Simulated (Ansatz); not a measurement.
Runs of Ansatz 0.2.0 on TiO2. It takes space group Imma (No. 74, orthorhombic). Conventional cell: a = 5.946 Å, b = 6.575 Å, c = 6.575 Å, α = 90.00°, β = 90.00°, γ = 90.00°. Ti (site symmetry 2/m) is surrounded by 6 O at 1.96 to 2.00 Å. Ti (site symmetry mm2) is surrounded by 6 O at 1.94 to 2.00 Å. O (site symmetry m) has 3 Ti at 1.94 to 2.00 Å as nearest neighbours. Around O (site symmetry m) lie 3 Ti at 1.96 to 2.00 Å. The cell is a database's computed one.

| potentials or basis | cutoff (eV) | gap on the mesh (eV) | pressure (GPa) | largest force (eV/Å) |
| --- | --- | --- | --- | --- |
| Ansatz PAW earlier set | 910 | 1.83 | -1.3 | 0.06 |
| SPMS NC | 1034 | 1.87 | -1.5 | 0.06 |
| PseudoDojo standard (PBE files) | 1143 | 1.86 | -1.9 | 0.07 |
| Ansatz NC | 1240 | 1.84 | -1.5 | 0.06 |
| JTH PAW | 1380 | 1.83 | (b) | (a) |
| Ansatz PAW earlier set | 930 | 1.83 | -1.3 | 0.06 |
| PseudoDojo stringent (PBE files) | 1252 | 1.86 | -1.7 | 0.07 |

Alike in all rows: task single point; level PBE; no spin polarisation; cell as given; k mesh 6 × 6 × 6; smearing fermi-dirac 0.05 eV.

Task: Estimate the missing entries.

Result: (a) 0.05; (b) -1.0.

A k mesh can miss the band edges.

Not every run made on this cell is shown here.
